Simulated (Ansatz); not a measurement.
## Field gradients at the nuclei in CdS

The cell is a structure deposited in the COD, its atoms then relaxed with PBE in this cell.

```xyz
4
Lattice="4.1500 0.0000 0.0000 -2.0750 3.5940 0.0000 0.0000 0.0000 6.7370" Properties=species:S:1:pos:R:3 pbc="T T T"
Cd    0.0000    2.3960   -0.0069
Cd    2.0750    1.1980    3.3616
S     0.0000    2.3960    2.5333
S     2.0750    1.1980    5.9018
```

Sites (sets of like atoms) are named by element and the number of their first atom in this list.

Computed with Ansatz: DFT, PBE, plane waves and PAW, with spin–orbit coupling, 420 eV cutoff, Γ-centred 12×12×7 k-points, Fermi–Dirac smearing 0.02 eV.

Conventions: |V_zz| ≥ |V_yy| ≥ |V_xx|, η = (V_xx − V_yy)/V_zz, C_Q = eQV_zz/h. Directions are in the Cartesian axes of the cell vectors above, for the atom listed; none is given where the gradient is under 0.02 or η is above 0.95.

| site | first atom | first shell | V_zz (10²¹ V/m²) | η | direction of V_zz (x, y, z) |
| --- | --- | --- | --- | --- | --- |
| Cd | 1 | 4 S at 2.54 Å | 0.29 | 0.00 | 0.00 0.00 1.00 |
| S | 3 | 4 Cd at 2.54 Å | -0.067 | 0.00 | 0.00 0.00 1.00 |

An axis of threefold or higher order runs through Cd and S, so V_zz lies along it and η is zero.

Hardware: 1 thread of AMD EPYC 9R14 (Zen 4) (x86_64; 16 cores open to the job, memory cap 3.0 GiB, no GPU), a shared host with a load of 0.1 a core. Wall time 75 s, CPU time 69 s, peak memory 1 GiB.
